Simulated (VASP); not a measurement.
Input of a VASP 6.6.1 run:

Contents of INCAR:

```
  PREC = Accurate
  ENCUT = 520
  EDIFF = 1E-7
  ISMEAR = -1
  SIGMA = 0.05
  LREAL = False
  LASPH = True
  NELM = 100
  ALGO = Normal
  ISIF = 2
  LWAVE = False
  LCHARG = False
  GGA = PE
  NBANDS = 19
```

KPOINTS

```
Automatic mesh
0
Gamma
  11 11 6
```

File POSCAR:

```
Zn
1.0
    2.6700000000      0.0000000000      0.0000000000
   -1.3350000000      2.3122878281      0.0000000000
    0.0000000000      0.0000000000      4.9660000000
Zn
2
Direct
    0.6654170000      0.3197430000      0.7489310000
    0.3225700000      0.6801310000      0.2510750000
```

Potentials or basis: VASP PAW PBE potentials, release 64 (Zn).

Run with:

```bash
$ cat potpaw_PBE.64/Zn/POTCAR > POTCAR
$ mpirun -np 1 vasp_std > vasp.out
```

Question: Estimate the band gap on the k mesh.

Answer: None (metal or under the smearing width).

Question: What does it give for the largest force?

Answer: 0.050 eV/Å.

Question: Estimate the pressure.

Answer: -0.3 GPa.

Stress tensor (GPa, compression positive):
```
 0.06 -0.05 -0.01
-0.05 -0.04  0.01
-0.01  0.01 -0.96
```
